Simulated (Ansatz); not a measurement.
# ZnO: the cost of one run

Method: reference: DFT, HSE06, plane waves, PAW, in Ansatz 0.2.0.

2 further runs of the same task are left out: 2 that didn't finish.

## Step 1: The structure to begin with

The structure is cubic, space group Pm-3m (No. 221). The conventional cell has a = 2.646 Å, b = 2.646 Å, c = 2.646 Å, α = 90.00°, β = 90.00°, γ = 90.00°. Zn (site symmetry m-3m) has 8 O at 2.29 Å as nearest neighbours. O (site symmetry m-3m) has 8 Zn at 2.29 Å as nearest neighbours.

Coordinates:

```xyz
2
Lattice="2.6462 0.0000 0.0000 0.0000 2.6462 0.0000 0.0000 0.0000 2.6462" Properties=species:S:1:pos:R:3 pbc="T T T"
Zn    0.0000    0.0000    0.0000
O     1.3231    1.3231    1.3231
```

## Step 2: Baseline

File input.yaml:

```yaml
crystal:
  lattice:
    - [2.646170959, 0.0, 0.0]
    - [0.0, 2.646170959, 0.0]
    - [0.0, 0.0, 2.646170959]
  atoms:
    - { symbol: Zn, position: [0.0, 0.0, 0.0] }
    - { symbol: O, position: [0.5, 0.5, 0.5] }
kpoints:
  mp_grid: { grid: [4, 4, 4] }
hamiltonian:
  xc: hse06
scf:
  occupations: { method: fermi_dirac, width: 0.02 }
  n_extra_bands: 4
output:
  forces: true
  stress: true
  eigenvalues: true
```

The run is started by

```console
$ ansatz run input.yaml --threads 4 --pin off --max-ram 3686MiB --backend cpu --events-out ev --progress --plain --runs-dir out
```

What time and memory should one allow on 4 threads of Arm Neoverse V1, shared host?

About 2.8 s, with a peak of 0.45 GiB.
